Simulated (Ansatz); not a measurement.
# BN: the cost of one run

All numbers are computed with the Python package of Ansatz 0.2.0. Level of theory: DFT PBEsol+D3(BJ) with three-body term, plane waves, PAW.

The COD entry's cell or inner coordinates are ideal or old and differ from later refinements, so a difference from it is no clean test against experiment.

### 1 The structure

It takes space group P6_3mc (No. 186, hexagonal). The conventional cell has a = 2.536 Å, b = 2.536 Å, c = 4.199 Å, α = 90.00°, β = 90.00°, γ = 120.00°. Around B (site symmetry 3m) lie 4 N at 1.56 to 1.57 Å. N (site symmetry 3m) has 4 B at 1.56 to 1.57 Å as nearest neighbours.

Input file POSCAR:

```text
BN
1.0
   2.53600000    0.00000000    0.00000000
  -1.26800000    2.19624042    0.00000000
   0.00000000    0.00000000    4.19900000
B N
2 2
Direct
   0.66666667    0.33333333    0.00000000
   0.33333333    0.66666667    0.50000000
   0.66666667    0.33333333    0.37500000
   0.33333333    0.66666667    0.87500000
```

### 2 The script

File kconv_bn.py:

```python
# -*- coding: utf-8 -*-
import ansatz as az
from ase.io import read
from tabulate import tabulate


def main():
    atoms = read("POSCAR", format="vasp")
    xtal = az.Crystal.from_ase(atoms)

    base = (
        xtal.calculation()
        .basis(18 * az.Ha)
        .functional("pbesol", dispersion="d3bjatm")
        .occupations("Fixed")
        .band_table()
    )

    rows = []
    for value in [(3, 3, 2), (5, 5, 3), (6, 6, 3), (8, 8, 4), (10, 10, 5), (12, 12, 7)]:
        summary = base.kpoints(mesh=value).run().report
        rows.append((value, summary["free_energy_ev"] / len(summary["lattice"]["sites"]), summary["n_iterations"], summary["gap_by_band_count_ev"], summary["n_kpoints"]))

    print(tabulate(rows, headers=["mesh", "F/atom (eV)", "iterations", "gap by band count (eV)", "k-points"], floatfmt=".4f", tablefmt="grid"))

    for row in rows[:-1]:
        shift = 1000 * (row[1] - rows[-1][1])
        print(f"{row[0]}: {shift:+.2f} meV/atom" + ("  (within 1 meV)" if abs(shift) < 1 else ""))


if __name__ == "__main__":
    main()
```

### 3 What the engine is handed

The engine receives this input (first run):

```yaml
crystal:
  lattice:
    - [2.536, 0.0, 0.0]
    - [-1.268, 2.19624042, 0.0]
    - [0.0, 0.0, 4.199]
  atoms:
    - { symbol: B, position: [0.66666667, 0.33333333, 0.0] }
    - { symbol: B, position: [0.33333333, 0.66666667, 0.5] }
    - { symbol: "N", position: [0.66666667, 0.33333333, 0.375] }
    - { symbol: "N", position: [0.33333333, 0.66666667, 0.875] }
basis:
  ecutwfc: 489.804952427784
kpoints:
  mp_grid:
    grid: [3, 3, 2]
hamiltonian:
  xc: pbesol
  dispersion: d3bjatm
scf:
  occupations:
    method: fixed
output:
  eigenvalues: true
```

### 4 Running it

Started as:

```sh
$ python kconv_bn.py
```

What time and memory should one allow on 1 thread of Arm Neoverse V2, shared host?

About 14 s, with a peak of 0.41 GiB.
